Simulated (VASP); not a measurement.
**SnSe2: P into a neighbouring Se vacancy**

Wanted: the minimum-energy path in SnSe2 for this move: P into a neighbouring Se vacancy. The start is a cell from a database of measured crystal structures.

Main program and level: VASP 6.6.1; PBE; plane waves and PAW (Sn, Se).

### Step 1. The host crystal

It takes space group P-3m1 (No. 164, trigonal). The conventional cell has a = 3.811 Å, b = 3.811 Å, c = 6.136 Å, α = 90.00°, β = 90.00°, γ = 120.00°. Sn has 6 Se at 2.68 Å nearest. Nearest to Se lie 3 Sn at 2.68 Å. Farther neighbours and most contacts between anions are not listed.

### Step 2. Relax the host

First cell and atoms are relaxed at a raised cutoff, so that later runs start from this functional's own cell.

INCAR reads:

```
SYSTEM = SnSe2
PREC = Accurate
ENCUT = 350
EDIFF = 1E-06
NELM = 120
ISMEAR = 0
SIGMA = 0.1
LREAL = .FALSE.
ALGO = Normal
GGA = PE
NBANDS = 14
LORBIT = 11
LWAVE = .FALSE.
LCHARG = .FALSE.
KPAR = 6
IBRION = 2
NSW = 40
ISIF = 3
EDIFFG = -0.02
POTIM = 0.4
```

POSCAR reads:

```
SnSe2
1.0
    3.8110000000      0.0000000000      0.0000000000
   -1.9055000000      3.3004228138      0.0000000000
    0.0000000000      0.0000000000      6.1360000000
Sn Se
1 2
Direct
    0.0000000000      0.0000000000      0.0000000000
    0.6666666667      0.3333333333      0.7510000000
    0.3333333333      0.6666666667      0.2490000000
```

KPOINTS reads:

```
Automatic mesh
0
Gamma
6 6 3
0 0 0
```

PAW data sets: Sn and Se (PBE family, release 64).

The run is started by

```sh
$ mpirun -np 6 vasp_std
```

What it wrote:

```text
[banner, memory and clock lines left out]
running    6 mpi-ranks, on    1 nodes
 distrk:  each k-point on    1 cores,    6 groups
 distr:  one band on    1 cores,    1 groups

 POSCAR found type information on POSCAR SnSe
 POSCAR found :  2 types and       3 ions
|                                                                             |
|           W    W    AA    RRRRR   N    N  II  N    N   GGGG   !!!           |
|           W    W   A  A   R    R  NN   N  II  NN   N  G    G  !!!           |
|           W    W  A    A  R    R  N N  N  II  N N  N  G       !!!           |
|           W WW W  AAAAAA  RRRRR   N  N N  II  N  N N  G  GGG   !            |
|           WW  WW  A    A  R   R   N   NN  II  N   NN  G    G                |
|           W    W  A    A  R    R  N    N  II  N    N   GGGG   !!!           |
|                                                                             |
|     For optimal performance we recommend to set                             |
|       NCORE = 2 up to number-of-cores-per-socket                            |
|     NCORE specifies how many cores store one orbital (NPAR=cpu/NCORE).      |
|     This setting can greatly improve the performance of VASP for DFT.       |
|     The default, NCORE=1 might be grossly inefficient on modern             |
|     multi-core architectures or massively parallel machines. Do your        |
|     Unfortunately you need to use the default for GW and RPA                |
|     calculations (for HF NCORE is supported but not extensively tested      |
|     yet).                                                                   |
|                                                                             |

 LDA part: xc-table for (Slater+PW92), standard interpolation
 POSCAR, INCAR and KPOINTS ok, starting setup
 FFT: planning ... GRIDC
 FFT: planning ... GRID_SOFT
 FFT: planning ... GRID
 WAVECAR not read
 entering main loop
       N       E                     dE             d eps       ncg     rms          rms(c)
DAV:   1     0.484212210704E+02    0.48421E+02   -0.48028E+03   476   0.664E+02
DAV:   2    -0.864328251081E+01   -0.57065E+02   -0.52610E+02   606   0.129E+02
DAV:   3    -0.120593643249E+02   -0.34161E+01   -0.33875E+01   596   0.344E+01
DAV:   4    -0.120862755533E+02   -0.26911E-01   -0.26902E-01   560   0.363E+00
DAV:   5    -0.120865159887E+02   -0.24044E-03   -0.24043E-03   632   0.333E-01    0.530E+00
DAV:   6    -0.118134646502E+02    0.27305E+00   -0.25425E-01   536   0.295E+00    0.331E+00
DAV:   7    -0.117632037568E+02    0.50261E-01   -0.15101E-01   566   0.203E+00    0.970E-01
DAV:   8    -0.117596240933E+02    0.35797E-02   -0.60133E-03   542   0.569E-01    0.234E-01
DAV:   9    -0.117598602832E+02   -0.23619E-03   -0.14427E-03   578   0.247E-01    0.730E-02
DAV:  10    -0.117598666953E+02   -0.64122E-05   -0.55170E-05   626   0.482E-02    0.263E-02
DAV:  11    -0.117598941152E+02   -0.27420E-04   -0.27877E-05   524   0.353E-02    0.847E-03
DAV:  12    -0.117598954025E+02   -0.12874E-05   -0.16775E-06   592   0.917E-03    0.327E-03
DAV:  13    -0.117598957152E+02   -0.31271E-06   -0.10450E-06   454   0.658E-03
   1 F= -.11759896E+02 E0= -.11759896E+02  d E =-.117599E+02
 curvature:   0.00 expect dE= 0.000E+00 dE for cont linesearch  0.000E+00
 trial: gam= 0.00000 g(F)=  0.450E-01 g(S)=  0.282E+00 ort = 0.000E+00 (trialstep = 0.100E+01)
 search vector abs. value=  0.327E+00
 bond charge predicted
       N       E                     dE             d eps       ncg     rms          rms(c)
DAV:   1    -0.122437287556E+02   -0.48383E+00   -0.93706E+00   476   0.169E+01    0.309E+00
DAV:   2    -0.119356405373E+02    0.30809E+00   -0.44552E-01   506   0.398E+00    0.144E+00
DAV:   3    -0.118447556459E+02    0.90885E-01   -0.24016E-01   536   0.248E+00    0.381E-01
DAV:   4    -0.118405579006E+02    0.41977E-02   -0.60165E-03   596   0.520E-01    0.241E-01
DAV:   5    -0.118400610663E+02    0.49683E-03   -0.20248E-03   548   0.257E-01    0.117E-01
DAV:   6    -0.118401246091E+02   -0.63543E-04   -0.99756E-05   584   0.583E-02    0.486E-02
DAV:   7    -0.118401451470E+02   -0.20538E-04   -0.31018E-05   536   0.350E-02    0.549E-03
DAV:   8    -0.118401473327E+02   -0.21857E-05   -0.25919E-06   632   0.103E-02    0.372E-03
DAV:   9    -0.118401479614E+02   -0.62867E-06   -0.52541E-07   452   0.438E-03
   2 F= -.11840148E+02 E0= -.11840148E+02  d E =-.802522E-01
[... from here on, the cycles between the ionic steps are left out ...]
   3 F= -.11863455E+02 E0= -.11863455E+02  d E =-.103559E+00
   4 F= -.11864960E+02 E0= -.11864960E+02  d E =-.150509E-02
   5 F= -.11868383E+02 E0= -.11868383E+02  d E =-.492784E-02
   6 F= -.11870352E+02 E0= -.11870352E+02  d E =-.689684E-02
   7 F= -.11871318E+02 E0= -.11871318E+02  d E =-.966415E-03
   8 F= -.11873980E+02 E0= -.11873980E+02  d E =-.362853E-02
   9 F= -.11878279E+02 E0= -.11878279E+02  d E =-.792734E-02
  10 F= -.11883338E+02 E0= -.11883338E+02  d E =-.129861E-01
  11 F= -.11881030E+02 E0= -.11881030E+02  d E =-.106779E-01
  12 F= -.11883944E+02 E0= -.11883944E+02  d E =-.135922E-01
  13 F= -.11884112E+02 E0= -.11884112E+02  d E =-.167838E-03
 trial-energy change:   -0.000168  1 .order   -0.000295   -0.006474    0.005883
 step:   0.7662(harm=  0.7895)  dis= 0.00905  next Energy=   -11.885573 (dE=-0.163E-02)
 bond charge predicted
       N       E                     dE             d eps       ncg     rms          rms(c)
DAV:   1    -0.118962630240E+02   -0.12152E-01   -0.44122E-01   476   0.357E+00    0.476E-01
DAV:   2    -0.118885813900E+02    0.76816E-02   -0.18759E-02   554   0.786E-01    0.232E-01
DAV:   3    -0.118856236358E+02    0.29578E-02   -0.70840E-03   524   0.435E-01    0.835E-02
DAV:   4    -0.118855558826E+02    0.67753E-04   -0.25505E-04   584   0.982E-02    0.606E-02
DAV:   5    -0.118855547162E+02    0.11664E-05   -0.68534E-05   512   0.504E-02    0.129E-02
DAV:   6    -0.118855577882E+02   -0.30720E-05   -0.52891E-06   584   0.136E-02    0.403E-03
DAV:   7    -0.118855587624E+02   -0.97422E-06   -0.10782E-06   432   0.629E-03
  14 F= -.11885559E+02 E0= -.11885559E+02  d E =-.161469E-02
 curvature:  -2.02 expect dE=-0.840E-04 dE for cont linesearch -0.187E-06
 trial: gam=-0.01747 g(F)=  0.113E-04 g(S)=  0.304E-04 ort = 0.451E-04 (trialstep = 0.136E+01)
 search vector abs. value=  0.468E-04
 reached required accuracy - stopping structural energy minimisation
```

Elapsed: 67 s, on 6 MPI ranks of AMD EPYC 7R43, shared host; peak memory 0.77 GiB; 6.4 min of CPU time.

The logs omit lines about the potential files and the build; timing stands in the text.

From OUTCAR (step 2):

```text
ion  position               nearest neighbor table
   1  0.000  0.000  0.000-   2 2.68   3 2.68   3 2.68   2 2.68   2 2.68   3 2.68
   2  0.667  0.333  0.751-   1 2.68   1 2.68   1 2.68
   3  0.333  0.667  0.249-   1 2.68   1 2.68   1 2.68

  LATTYP: Found a hexagonal cell.
 ALAT       =     3.8110000000
 C/A-ratio  =     1.6100760955

 Subroutine GETGRP returns: Found 12 space group operations
 (whereof 12 operations were pure point group operations)

The static configuration has the point symmetry D_3d.

 Found     17 irreducible k-points:

   k-points           NKPTS =     17   k-points in BZ     NKDIM =     17   number of bands    NBANDS=     14

   dimension x,y,z NGX =    24 NGY =   24 NGZ =   40
   dimension x,y,z NGXF=    48 NGYF=   48 NGZF=   80

   ENCUT  =  350.0 eV  25.72 Ry    5.07 a.u.   5.81  5.81  9.36*2*pi/ulx,y,z

   NELECT =      16.0000    total number of electrons

 k-points in reciprocal lattice and weights: Automatic mesh
   0.00000000  0.00000000  0.00000000       0.009
   0.16666667 -0.00000000  0.00000000       0.056
   0.33333333 -0.00000000  0.00000000       0.056
   0.50000000  0.00000000  0.00000000       0.028
   0.16666667  0.16666667  0.00000000       0.056
   0.33333333  0.16666667  0.00000000       0.111
   0.33333333  0.33333333  0.00000000       0.019
   0.00000000  0.00000000  0.33333333       0.019
   0.16666667 -0.00000000  0.33333333       0.056
[...]
-0.16666667  0.50000000  0.33333333       0.111
   0.33333333  0.33333333  0.33333333       0.037

 average (electrostatic) potential at core
       1 -47.3572       2 -55.6567       3 -55.6567

 E-fermi :   2.0647

 k-point     1 :       0.0000    0.0000    0.0000
  band No.  band energies     occupation
    ...
      4       1.1844      2.00000
      5       1.2241      2.00000
      6       1.2241      2.00000
      7       1.5736      2.00000
      8       1.5736      2.00000
      9       2.7988      0.00000
     10       4.7711      0.00000
     11       6.2772      0.00000
     12       6.2772      0.00000
     13       8.8399      0.00000
    ...

 k-point     2 :       0.1667   -0.0000    0.0000
  band No.  band energies     occupation
    ...
      4      -0.4966      2.00000
      5       0.4385      2.00000
      6       0.5548      2.00000
      7       1.2598      2.00000
      8       1.6942      2.00000
      9       3.7890      0.00000
     10       5.3886      0.00000
     11       6.4828      0.00000
     12       6.7692      0.00000
     13       9.0092      0.00000
    ...

 k-point     3 :       0.3333   -0.0000    0.0000
  band No.  band energies     occupation
    ...
      4      -1.9518      2.00000
      5      -0.6222      2.00000
      6      -0.2019      2.00000
      7       1.1867      2.00000
      8       1.5286      2.00000
      9       3.0523      0.00000
     10       5.6899      0.00000
     11       7.2464      0.00000
     12       7.4520      0.00000
     13       8.0747      0.00000
    ...

  Total       -0.0200472     -0.0200472      0.0394425     -0.0000000      0.0000000      0.0000000
  in kB       -0.3522735     -0.3522735      0.6930903     -0.0000000      0.0000000      0.0000000
  external PRESSURE =      -0.0038189 kB  Pullay stress =       0.0000000 kB

  energy-cutoff  :      350.00
  volume of cell :       91.18
      direct lattice vectors                 reciprocal lattice vectors
     3.873868150  0.000000000 -0.000000000     0.258139916  0.149037150  0.000000000
    -1.936934075  3.354868229  0.000000000    -0.000000000  0.298074300  0.000000000
    -0.000000000 -0.000000000  7.015593136     0.000000000 -0.000000000  0.142539623

 POSITION                                       TOTAL-FORCE (eV/Angst)
 -----------------------------------------------------------------------------------
      0.00000      0.00000     -0.00000         0.000000      0.000000      0.000000
      1.93693      1.11829      5.42502         0.000000      0.000000     -0.012088
     -0.00000      2.23658      1.59057        -0.000000     -0.000000      0.012088
 -----------------------------------------------------------------------------------
    total drift:                                0.000000     -0.000000      0.000000

  FREE ENERGIE OF THE ION-ELECTRON SYSTEM (eV)
  ---------------------------------------------------
  free  energy   TOTEN  =       -11.8855587624 eV

  energy  without entropy=      -11.8855587535  energy(sigma->0) =      -11.88555876

 reached required accuracy - stopping structural energy minimisation

 total charge
# of ion       s       p       d       tot
------------------------------------------
    1        1.272   1.462   0.296   3.029
    2        1.483   2.297   0.023   3.803
    3        1.483   2.297   0.023   3.803
--------------------------------------------------
tot          4.238   6.056   0.341  10.636

[... 3 further parts left out ...]
```

The gap is read on the k-mesh alone, so it is an upper bound where the band edges lie off the mesh. After so large a change of volume the plane waves of the start cell no longer fit, so the final stress carries a basis-set error. The data set Sn keeps the semicore shell frozen, which is cheaper and a little less accurate. The run keeps the 12 symmetry operations of its start, so it cannot find a distortion of lower symmetry.

Step by step:

```
step  energy less that of the first step (eV)  largest force (eV/Å)  pressure (GPa)  volume (Å³)
   1                                   0.0000                0.7639            5.57        77.18
   2                                  -0.0803                0.4337           -2.05        85.44
   3                                  -0.1036                0.0840            0.05        82.58
   4                                  -0.1051                0.0929            0.06        82.70
   5                                  -0.1085                0.1192            0.10        83.05
   6                                  -0.1105                0.1740            0.21        83.71
   7                                  -0.1114                0.1664            0.22        83.89
   8                                  -0.1141                0.1455            0.21        84.44
   9                                  -0.1184                0.1017            0.23        85.53
  10                                  -0.1234                0.0098            0.33        87.72
  11                                  -0.1211                0.2032            0.75        92.13
  12                                  -0.1240                0.1011            0.55        89.75
  13                                  -0.1242                0.0740           -0.50        92.57
  14                                  -0.1257                0.0121            0.00        91.18
```

| cell as run | before | after | change |
| --- | --- | --- | --- |
| a (Å) | 3.811 | 3.874 | +1.6 % |
| b (Å) | 3.811 | 3.874 | +1.6 % |
| c (Å) | 6.136 | 7.016 | +14.3 % |
| volume (Å³/atom) | 25.73 | 30.39 | +18.1 % |

The atoms that moved most (Å, as changes of fractional coordinates times the final cell):

```csv
atom,dx,dy,dz,length
Se2,0.000,0.000,0.156,0.156
Se3,0.000,0.000,-0.156,0.156
```

The relaxed structure:

```cif
data_structure
_symmetry_space_group_name_H-M 'P 1'
_symmetry_Int_Tables_number 1
_cell_length_a 3.8739
_cell_length_b 3.8739
_cell_length_c 7.0156
_cell_angle_alpha 90.000
_cell_angle_beta 90.000
_cell_angle_gamma 120.000
_cell_volume 91.18
loop_
_atom_site_label
_atom_site_type_symbol
_atom_site_fract_x
_atom_site_fract_y
_atom_site_fract_z
_atom_site_occupancy
Sn1 Sn 0.00000 0.00000 0.00000 1
Se2 Se 0.66667 0.33333 0.77328 1
Se3 Se 0.33333 0.66667 0.22672 1
```

A gap read on the k-mesh alone can miss the band edges.

Numbers from this step:

* electronic cycles: 109
* electrons: 16
* free energy (TOTEN): -11.89 eV
* Fermi energy: 2.065 eV
* labelled metallic, from the levels on this mesh: no
* gap on the k-mesh: 0.7376 eV
* least direct gap on the k-mesh: 1.086 eV

The run ended after 14 ionic steps, 0.126 eV below its first step, once forces and stress met EDIFFG = -0.02.

An edge changed by 14 % against the database cell. Without a dispersion term, weakly bound directions of a crystal swell by this much or more.

[end of part 1 of 4]

[Lines on the potential files, build, host, timing and source positions are cut from VASP's logs without a mark.]

[Logs are printed without paths, hosts, clocks, repeated set-up lines and the standing remarks that a program may print on its own settings, such as how far it seeks lower states.]

[Hosts, paths, dates, database ids (printed as entryN), source tags and the programs' standing remarks are cut or masked in the printed files.]

[Runs that stopped without an error message from VASP are left out.]
